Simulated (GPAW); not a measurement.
Crystal: InAs.

```
In As
1.0
     0.00000    3.01800    3.01800
     3.01800    0.00000    3.01800
     3.01800    3.01800    0.00000
In As
1 1
Direct
  0.00000 0.00000 0.00000
  0.75000 0.75000 0.75000
```

Base run:

| Quantity | Value |
| --- | --- |
| Program | GPAW 26.7.0 |
| Functional | PBE |
| Potentials or basis | JTH PAW 2.0, PBE |
| Cutoff | 600 eV |
| Basis | pw |
| k mesh | 6 × 6 × 6 |
| Occupations | fermi-dirac, width 0.05 eV |
| Spin | no spin polarisation |

Its results: pressure 4.2 GPa.

Question: The run is repeated on the same cell with these changes: potentials or basis from JTH PAW 2.0, PBE to GPAW PAW data sets (gpaw-data 1.2.1); cutoff from 600 eV to 450 eV; valence electrons from 28 to 18. What comes out?

Answer: Pressure 3.1 GPa.

Caveats: the program truncates these outside data sets (some runs); the cutoff is short for stress and forces, so pressures can be off by a GPa or more (some runs).
